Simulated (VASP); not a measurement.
Runs of VASP 6.6.1 on Se. Symmetry: P6_3/mmc, No. 194, hexagonal system. Conventional cell: a = 3.701 Å, b = 3.701 Å, c = 3.856 Å, α = 90.00°, β = 90.00°, γ = 120.00°. Around Se (site symmetry -6m2) lie 6 Se at 2.88 Å. The cell was built by a generator and needn't be a form met in nature.

```csv
task,cell,k mesh,cutoff (eV),gap on the mesh (eV),pressure (GPa)
single point,"P6_3/mmc, 22.86 Å³/atom",12 × 12 × 6,520,none,0.0
relaxation of cell and atoms,relaxed,12 × 12 × 6,600,none,0.0
single point,"P6_3/mmc, 22.86 Å³/atom",16 × 16 × 13,520,none,-0.1
single point,"P6_3/mmc, 21.95 Å³/atom",11 × 11 × 9,520,none,(a)
```

Alike in all rows: level revPBE; potentials or basis VASP PAW PBE potentials, release 64 (Se); no spin polarisation; smearing fermi-dirac 0.1 eV.

Task: Estimate the missing entries.

Result: (a) 2.6.

Caveats: the PAW data sets were made with another functional, which shifts forces and pressure a little.

A k mesh can miss the band edges, and the runs leave out spin-orbit coupling on Se.

A gap of «none» marks a metal or a gap under the smearing width.
